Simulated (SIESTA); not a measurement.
# TaS2 under changes of volume

One of the cells (18.984 Å³/atom); the others are scaled copies at fixed shape and fractional positions:

```
Ta S
1.0
     3.35000    0.00000    0.00000
    -1.67500    2.90119    0.00000
     0.00000    0.00000    5.86000
Ta S
1 2
Cartesian
  0.0000 0.0000 0.0000
  1.6750 0.9671 4.3950
  0.0000 1.9341 1.4650
```

- Program: SIESTA 5.4.2
- Functional: LDA
- Potentials or basis: PseudoDojo 0.4 standard (LDA files)
- Basis: DZP (energy shift 0.003 Ry; two zetas on semicore shells)
- Grid cutoff: 800 Ry
- Energy shift: 0.003 Ry
- k mesh: 9 × 9 × 5
- Occupations: fermi-dirac, width 0.05 eV
- Spin: no spin polarisation

| volume (Å³/atom) | energy over the lowest point (meV/atom) | pressure (GPa) | largest force (eV/Å) |
| --- | --- | --- | --- |
| 17.845 | 52.62 | 12.7 | 2.172 |
| 18.225 | ? | ? | ? |
| 18.605 | 10.62 | 5.4 | 1.356 |
| 18.984 | 1.80 | 2.2 | 0.990 |
| 19.364 | 0.00 | -0.6 | 0.651 |
| 19.744 | 4.56 | -3.1 | 0.335 |
| 20.123 | 14.83 | -5.4 | 0.040 |

Question: What does the run at 18.225 Å³/atom give?

Answer: Energy over the lowest point 27.28 meV/atom; pressure 8.9 GPa; largest force 1.749 eV/Å.

Worked out: A Birch-Murnaghan fit of order 3 (a polynomial in V^(-2/3)) to the other rows has its minimum at 19.28 Å³/atom with B0 = V·E''(V) = 139 GPa and B' = 4.2 at fixed shape and positions, which overstates the stiffness. It gives 27.28 meV/atom at 18.225 Å³/atom, against the run's 27.28, and -dE/dV = 8.8 GPa, against 8.9.

Energies are extrapolated to zero smearing.

Caveats: short orbitals over semicore shells can move pressures by several GPa; the basis of atomic orbitals isn't converged, which shifts pressures, moduli and gaps; forces of over 1 eV/Å show positions far from the minimum, so gaps and moduli don't describe the material at rest (some runs).
